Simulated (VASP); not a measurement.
# BP (strained zincblende): a r²SCAN single-point calculation in VASP

INCAR

```
NSW = 0
IBRION = -1
NELM = 120
LASPH = .TRUE.
ISIF = 2
METAGGA = R2SCAN
ENCUT = 520
LWAVE = .FALSE.
ALGO = Normal
PREC = Accurate
LELF = .TRUE.
LREAL = .FALSE.
LCHARG = .TRUE.
SIGMA = 0.01
ISMEAR = 0
EDIFF = 1E-7
NBANDS = 11
```

KPOINTS

```
KPOINTS created by Atomic Simulation Environment
0
Gamma
10 10 10
0 0 0
```

KPOINTS_OPT

```
special points
7
Reciprocal
0.0000000000 0.0000000000 0.0000000000 1
-0.5000000000 -0.5000000000 0.0000000000 1
-0.3750000000 -0.3750000000 0.2500000000 1
-0.3750000000 0.0000000000 0.3750000000 1
0.0000000000 0.0000000000 0.5000000000 1
-0.5000000000 -0.2500000000 0.2500000000 1
0.0000000000 0.4218750000 0.4218750000 1
```

POSCAR

```
B  P
 1.0000000000000000
     0.0000000000000000    2.2229493554999999    2.2229493554999999
     2.2229493554999999    0.0000000000000000    2.2229493554999999
     2.2229493554999999    2.2229493554999999    0.0000000000000000
 B   P
   1   1
Cartesian
  0.0000000000000000  0.0000000000000000  0.0000000000000000
  1.1114746777500000  1.1114746777500000  1.1114746777500000
```

VASP ran with the recommended PBE PAW datasets (8 valence electrons in the cell).

Command

```
mpirun -np 1 vasp_std
```

From OUTCAR

```
k-points           NKPTS =     47   k-points in BZ     NKDIM =     47   number of bands    NBANDS=     11

   NELECT =       8.0000    total number of electrons

   dimension x,y,z NGX =    24 NGY =   24 NGZ =   24
   dimension x,y,z NGXF=    48 NGYF=   48 NGZF=   48

  energy-cutoff  :      520.00
  volume of cell :       21.97
      direct lattice vectors                 reciprocal lattice vectors
     0.000000000  2.222949355  2.222949355    -0.224926402  0.224926402  0.224926402
     2.222949355  0.000000000  2.222949355     0.224926402 -0.224926402  0.224926402
     2.222949355  2.222949355  0.000000000     0.224926402  0.224926402 -0.224926402

 k-points in reciprocal lattice and weights: KPOINTS created by Atomic Simulation Env
   0.00000000  0.00000000  0.00000000       0.001
   0.10000000  0.00000000  0.00000000       0.008
   0.20000000  0.00000000  0.00000000       0.008
   0.30000000  0.00000000  0.00000000       0.008
   0.40000000  0.00000000  0.00000000       0.008
   0.50000000  0.00000000  0.00000000       0.004
   0.10000000  0.10000000  0.00000000       0.006
   0.20000000  0.10000000  0.00000000       0.024
   ...

 E-fermi :   8.2266

 k-point     1 :       0.0000    0.0000    0.0000
  band No.  band energies     occupation
      1      -8.7014      2.00000
      2       8.1367      2.00000
      3       8.1367      2.00000
      4       8.1367      2.00000
      5      11.8786      0.00000
      6      11.8786      0.00000
      7      11.8786      0.00000
      8      17.1522      0.00000
      9      20.9609      0.00000
     10      20.9609      0.00000
     11      21.0292      0.00000

 k-point     2 :       0.1000    0.0000    0.0000
  band No.  band energies     occupation
      1      -8.5024      2.00000
      2       6.7193      2.00000
      3       7.8089      2.00000
      4       7.8089      2.00000
      5      12.3361      0.00000
      6      12.3361      0.00000
      7      12.4312      0.00000
      8      17.6269      0.00000
      9      20.2485      0.00000
     10      20.2485      0.00000
     11      21.6545      0.00000

 k-point     3 :       0.2000    0.0000    0.0000
  band No.  band energies     occupation
      1      -7.9123      2.00000
      2       4.1601      2.00000
      3       7.1898      2.00000
      4       7.1898      2.00000
      5      12.7932      0.00000
      6      13.1260      0.00000
      7      13.1260      0.00000
      8      18.6771      0.00000
      9      19.6284      0.00000
     10      19.6284      0.00000
     11      22.5325      0.00000

 k-point     4 :       0.3000    0.0000    0.0000
  band No.  band energies     occupation
      1      -6.9604      2.00000
      2       1.5682      2.00000
      3       6.6507      2.00000
      4       6.6507      2.00000
      5      12.7850      0.00000
      6      13.4364      0.00000
      7      13.4364      0.00000
      8      19.3706      0.00000
      9      20.3421      0.00000
     10      20.3421      0.00000
     11      22.8868      0.00000

 k-point     5 :       0.4000    0.0000    0.0000
  band No.  band energies     occupation
      1      -5.7597      2.00000
      2      -0.6742      2.00000
      3       6.3101      2.00000
      4       6.3101      2.00000
      5      12.7051      0.00000
      6      13.3057      0.00000
      7      13.3057      0.00000
      8      19.3761      0.00000
      9      22.2959      0.00000
     10      22.2959      0.00000
     11      23.9319      0.00000

 k-point     6 :       0.5000    0.0000    0.0000
  band No.  band energies     occupation
      1      -4.9611      2.00000
      2      -1.8275      2.00000
      3       6.1953      2.00000
      4       6.1953      2.00000
      5      12.6701      0.00000
      6      13.2045      0.00000
      7      13.2045      0.00000
      8      19.2911      0.00000
      9      24.0449      0.00000
     10      24.0449      0.00000
     11      24.6813      0.00000

 k-point     7 :       0.1000    0.1000    0.0000
  band No.  band energies     occupation
      1      -8.4359      2.00000
      2       7.1906      2.00000
      3       7.1906      2.00000
      4       7.3280      2.00000
      5      11.4205      0.00000
      6      13.1311      0.00000
      7      13.1311      0.00000
      8      17.2600      0.00000
      9      19.5492      0.00000
     10      21.2499      0.00000
     11      21.8915      0.00000

 k-point     8 :       0.2000    0.1000    0.0000
  band No.  band energies     occupation
      1      -7.9755      2.00000
      2       5.0519      2.00000
      3       6.4908      2.00000
      4       7.0576      2.00000
      5      11.6125      0.00000
      6      13.8968      0.00000
      7      14.1387      0.00000
      8      16.6556      0.00000
      9      20.0180      0.00000
     10      21.0926      0.00000
     11      22.9902      0.00000

 k-point     9 :       0.3000    0.1000    0.0000
  band No.  band energies     occupation
      1      -7.1407      2.00000
      2       2.5001      2.00000
      3       5.9811      2.00000
      4       6.4226      2.00000
      5      12.1585      0.00000
      6      14.0978      0.00000
      7      14.6028      0.00000
      8      16.7111      0.00000
      9      21.0854      0.00000
     10      21.5102      0.00000
     11      23.4329      0.00000

 k-point    10 :       0.4000    0.1000    0.0000
  band No.  band energies     occupation
      1      -6.0011      2.00000
      2       0.1379      2.00000
      3       5.7465      2.00000
      4       5.7894      2.00000
      5      12.3191      0.00000
      6      14.0319      0.00000
      7      14.3780      0.00000
      8      18.0212      0.00000
      9      21.4618      0.00000
     10      23.1263      0.00000
     11      24.3111      0.00000

 k-point    11 :       0.5000    0.1000    0.0000
  band No.  band energies     occupation
      1      -4.9141      2.00000
      2      -1.5249      2.00000
      3       5.3218      2.00000
      4       5.8002      2.00000
      5      12.4173      0.00000
      6      13.9531      0.00000
      7      13.9796      0.00000
      8      19.4573      0.00000
      9      21.9716      0.00000
     10      24.0332      0.00000
     11      25.1001      0.00000

 k-point    12 :      -0.4000    0.1000    0.0000
  band No.  band energies     occupation
      1      -5.2111      2.00000
      2      -1.1098      2.00000
      3       5.0913      2.00000
      4       6.1209      2.00000
      5      12.6946      0.00000
      6      13.7147      0.00000
      7      13.9792      0.00000
      8      19.6685      0.00000
      9      21.7130      0.00000
     10      22.6513      0.00000
     11      25.0928      0.00000

 k-point    13 :      -0.3000    0.1000    0.0000
  band No.  band energies     occupation
      1      -6.4070      2.00000
      2       0.8894      2.00000
      3       5.1399      2.00000
      4       6.6593      2.00000
      5      13.0626      0.00000
      6      13.5383      0.00000
      7      14.1206      0.00000
      8      18.8334      0.00000
      9      19.5051      0.00000
     10      22.4332      0.00000
     11      24.4708      0.00000

 k-point    14 :      -0.2000    0.1000    0.0000
  band No.  band energies     occupation
      1      -7.4593      2.00000
      2       3.3500      2.00000
      3       5.4937      2.00000
      4       7.3161      2.00000
      5      13.0948      0.00000
      6      13.2378      0.00000
      7      14.0766      0.00000
      8      17.9322      0.00000
      9      18.4983      0.00000
     10      21.9721      0.00000
     11      23.5059      0.00000

 k-point    15 :      -0.1000    0.1000    0.0000
  band No.  band energies     occupation
      1      -8.1727      2.00000
      2       5.6869      2.00000
      3       6.3019      2.00000
      4       7.8492      2.00000
      5      12.4064      0.00000
      6      12.8816      0.00000
      7      13.4313      0.00000
      8      17.8101      0.00000
      9      18.9482      0.00000
     10      20.9027      0.00000
     11      22.5598      0.00000

 k-point    16 :       0.2000    0.2000    0.0000
  band No.  band energies     occupation
      1      -7.6465      2.00000
      2       5.3925      2.00000
      3       5.7287      2.00000
      4       5.7287      2.00000
      5      10.5539      0.00000
      6      14.8274      0.00000
      7      15.4779      0.00000
      8      15.4779      0.00000
      9      20.8632      0.00000
     10      22.1045      0.00000
     11      24.0514      0.00000

 ...

  Total        1.4958263      1.4958263      1.4958263      0.0000000      0.0000000      0.0000000
  in kB      109.0870133    109.0870133    109.0870133      0.0000000      0.0000000      0.0000000
  external PRESSURE =     109.0870133 kB  Pullay stress =       0.0000000 kB

 POSITION                                       TOTAL-FORCE (eV/Angst)
 -----------------------------------------------------------------------------------
      0.00000      0.00000      0.00000        -0.000000     -0.000000     -0.000000
      1.11147      1.11147      1.11147         0.000000      0.000000      0.000000
 -----------------------------------------------------------------------------------
    total drift:                                0.000000      0.000000      0.000000

  FREE ENERGIE OF THE ION-ELECTRON SYSTEM (eV)
  ---------------------------------------------------
  free  energy   TOTEN  =       -17.2681924866 eV

  energy  without entropy=      -17.2681924866  energy(sigma->0) =      -17.26819249
```

* gap between bands v and c: 1.35 eV
* least direct gap: 3.74 eV
* pressure: 10.9 GPa

Band v is the last that the valence electrons fill when counted band by band, and c is the next.

The run took about 24 s on one core of a shared host (Intel Xeon Platinum 8488C) and held 0.14 GiB at most.
